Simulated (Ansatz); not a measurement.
# GaS at a changed volume — ⁷¹Ga NMR of the central transition

Cell: an entry of the Crystallography Open Database (COD), relaxed with PBE at fixed cell and then changed (volume scaled by 0.98, ions relaxed).

```cif
data_GaS
_symmetry_space_group_name_H-M 'P6_3/mmc'
_symmetry_Int_Tables_number 194
_cell_length_a 3.5609
_cell_length_b 3.5609
_cell_length_c 15.3960
_cell_angle_alpha 90.000
_cell_angle_beta 90.000
_cell_angle_gamma 120.000
loop_
_atom_site_label
_atom_site_type_symbol
_atom_site_symmetry_multiplicity
_atom_site_Wyckoff_symbol
_atom_site_fract_x
_atom_site_fract_y
_atom_site_fract_z
Ga Ga 4 f 0.3333 0.6667 0.1706
S S 4 f 0.3333 0.6667 0.5992
```

One atom of each set is listed.

All values are calculated (Ansatz; DFT, PBE, plane waves and PAW, scalar-relativistic, 420 eV cutoff, Γ-centred 14×14×3 k-points, Fermi–Dirac smearing 0.02 eV), not measured.

⁷¹Ga has I = 3/2 and Q = 107.0 mb (Pyykkö 2018); at 11.7 T its Larmor frequency is ν₀ = 152.3 MHz. Only the quadrupole interaction is simulated: positions count from each site's isotropic chemical shift, and shift anisotropy, dipolar and J coupling are left out.

Simulated pattern of one Ga site (static powder, Gaussian broadening 7 kHz):

offset (kHz), height and a bar:
```
   -250.0          0 
   -239.7          0 
   -229.4         66 ####################
   -219.2        100 ##############################
   -208.9         60 ##################
   -198.6         48 ##############
   -188.3         41 ############
   -178.1         36 ###########
   -167.8         34 ##########
   -157.5         31 #########
   -147.2         30 #########
   -136.9         28 ########
   -126.7         28 ########
   -116.4         26 ########
   -106.1         26 ########
    -95.8         25 ########
    -85.6         25 #######
    -75.3         24 #######
    -65.0         24 #######
    -54.7         24 #######
    -44.5         23 #######
    -34.2         24 #######
    -23.9         23 #######
    -13.6         23 #######
     -3.4         23 #######
      6.9         18 #####
     17.2         19 ######
     27.5         19 ######
     37.7         20 ######
     48.0         21 ######
     58.3         22 #######
     68.6         23 #######
     78.8         26 ########
     89.1         29 #########
     99.4         33 ##########
    109.7         42 ############
    119.9         71 #####################
    130.2         47 ##############
    140.5          0 
    150.8          0
```

(1) Which |C_Q| and η does the pattern imply?

## Answers

(1) The pattern spans 354 kHz before broadening and its centre of gravity is at -68.0 kHz, which fixes P_Q; the places of the horns and steps fix η. That gives P_Q = 20.4 MHz, |C_Q| = 20.4 MHz and η = 0.00. The sign of C_Q can't be read from the pattern.

An axis of threefold or higher order runs through Ga, so V_zz lies along it and η is zero.
